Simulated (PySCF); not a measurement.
C₆H₆O.
Atom-mapped SMILES: `[OH:1][c:2]1[cH:3][cH:4][cH:5][cH:6][cH:7]1` (hydrogens: H8 on O1; H9 on C3; H10 on C4; H11 on C5; H12 on C6; H13 on C7)

Computed with PySCF at PBE0/pcSseg-1 and wB97X-D/def2-SVPD, non-relativistic, on one gas-phase PBE0-D3(BJ)/def2-SVP geometry that isn't relaxed in the solvent. The solvent is an IEF-PCM continuum (van der Waals radii × 1.2). Only the electrostatic response of the medium enters.

Gas phase at PBE0/pcSseg-1: HOMO -6.54 eV, LUMO -0.26 eV, dipole 1.37 D.

**Question.** What does the continuum do to the energy, the frontier levels and the dipole at PBE0/pcSseg-1 in chloroform and acetonitrile?

**Answer.** 
| solvent | ε | E(solvent) − E(gas) (kJ/mol) | polarisation term (kJ/mol) | distortion of the solute (kJ/mol) | HOMO (eV) | LUMO (eV) | dipole (D) |
| --- | --- | --- | --- | --- | --- | --- | --- |
| chloroform | 4.711 | -18.94 | -20.60 | 1.66 | -6.57 | -0.29 | 1.70 |
| acetonitrile | 35.69 | -26.91 | -30.35 | 3.44 | -6.60 | -0.32 | 1.86 |

The first energy column is the sum of the next two and covers electrostatics alone. From chloroform to acetonitrile the lowering changes by a factor 1.42, Onsager's factor (ε − 1)/(2ε + 1) by 1.35 and ε itself by 7.6.

**Question.** Which radius a makes the point-dipole formula ΔE = −[(ε − 1)/(2ε + 1)]·μ²/a³ give the value in acetonitrile, with the gas-phase dipole?

**Answer.** μ = 0.537 au and |ΔE| = 0.01025 Eh give a = 1.26 Å; the farthest nucleus lies 2.95 Å from the centroid of the nuclei, so such a sphere wouldn't even hold the nuclei. The formula assumes a rigid point dipole at the centre of a sphere.

**Question.** Which Hirshfeld charges (PBE0/pcSseg-1) respond most in acetonitrile (means over atoms taken as equivalent)?

**Answer.** 
```tsv
atoms	environment	gas (e)	solvent (e)	change
H8	phenol-type hydroxyl hydrogen	+0.180	+0.199	+0.019
O1	phenol-type oxygen	-0.183	-0.195	-0.012
C5	aromatic CH carbon	-0.067	-0.075	-0.008
H9/H13	aromatic hydrogen	+0.047	+0.055	+0.008
C4/C6	aromatic CH carbon	-0.047	-0.054	-0.007
C2	aromatic carbon bearing oxygen	+0.074	+0.067	-0.007
```

**Question.** Which Mayer bond orders change most in acetonitrile?

**Answer.** 
```csv
bond,length (Å),gas,solvent,change
O1–H8,0.963,0.945,0.929,-0.016
C5–C6,1.393,1.439,1.428,-0.011
C2–C3,1.399,1.382,1.375,-0.007
C6–C7,1.394,1.440,1.434,-0.006
C7–C2,1.399,1.363,1.369,+0.006
O1–C2,1.350,1.071,1.075,+0.004
C7–H13,1.095,0.949,0.946,-0.003
C3–C4,1.391,1.460,1.457,-0.003
```

**Question.** How do the nuclear quadrupole coupling constants eQVzz/h respond in acetonitrile?

**Answer.** 
| nucleus | Q (barn) | gas (MHz) | solvent (MHz) | η gas | η solvent |
| --- | --- | --- | --- | --- | --- |
| 17O at O1 | -0.0256 | -10.60 | -10.26 | 0.85 | 0.83 |

Gas phase at wB97X-D/def2-SVPD: HOMO -8.33 eV, LUMO 1.40 eV, dipole 1.31 D.

**Question.** What does the continuum do to the energy, the frontier levels and the dipole at wB97X-D/def2-SVPD in chloroform and acetonitrile?

**Answer.** 
| solvent | ε | E(solvent) − E(gas) (kJ/mol) | polarisation term (kJ/mol) | distortion of the solute (kJ/mol) | HOMO (eV) | LUMO (eV) | dipole (D) |
| --- | --- | --- | --- | --- | --- | --- | --- |
| chloroform | 4.711 | -18.22 | -20.15 | 1.93 | -8.35 | 1.40 | 1.67 |
| acetonitrile | 35.69 | -26.04 | -30.12 | 4.08 | -8.38 | 1.38 | 1.85 |

**Question.** How does the static polarisability (wB97X-D/def2-SVPD, frozen core, with the continuum's full static response) change?

**Answer.** 
```csv
medium,isotropic (au),principal values (au),⟨r²⟩ of the electrons (bohr²)
gas,72.7,"45.1, 82.2, 90.8",664.9
chloroform,92.7,"56.3, 106.0, 115.8",664.0
acetonitrile,102.2,"63.2, 116.8, 126.5",663.6
```

The isotropic value in acetonitrile is 1.40 times the gas-phase one; no cavity-field correction is applied. ⟨r²⟩ is taken about the centre of nuclear charge.

The values belong to the conformer `[OH:1][c:2]1[cH:3][cH:4][cH:5][cH:6][cH:7]1`: H–O1–C2–C3 180°.

Note: wB97X-D ran without an empirical dispersion term, which enters the total energy and its gradient alone.
